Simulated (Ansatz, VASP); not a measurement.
Ga: VASP beside Ansatz

```
Ga
1.0
     1.46908   -4.11849    0.00000
     1.46908    4.11849    0.00000
     0.00000    0.00000    3.21172
Ga
2
Direct
  0.13300 0.86700 0.75000
  0.86700 0.13300 0.25000
```

Change from the starting cell: volume scaled by 1.04.

Alike in both runs: task single point; functional PBEsol; k mesh 10 × 10 × 8; occupations fermi-dirac, width 0.05 eV; no spin polarisation.

|  | VASP | Ansatz |
| --- | --- | --- |
| version | VASP 6.6.1 | Ansatz 0.2.0 |
| potentials or method | VASP PAW PBE potentials, release 64 (Ga_d) | Ansatz PAW |
| plane-wave cutoff (eV) | 520 | 420 |
| valence electrons in the cell | 26 | 26 |

|  | VASP | Ansatz | Ansatz less VASP |
| --- | --- | --- | --- |
| gap on the k mesh at the Fermi level (eV) | none | none | - |
| pressure (GPa) | -3.8 | -3.9 | -0.11 |
| largest component of the traceless stress (GPa) | 1.12 | 1.12 | 0.000 |
| rms of the force components (eV/Å) | 0.112 | 0.113 | +0.0003 |

Atom by atom the forces differ by 0.000 eV/Å (rms over components). A gap of «none» marks a metal or a gap that the smearing closes.

Caveats: the PAW data sets were made with another functional, which shifts forces and pressure a little (VASP); the PAW data sets come from PBE, with cores solved anew for the run's functional, which leaves a small shift of forces and pressure (Ansatz).
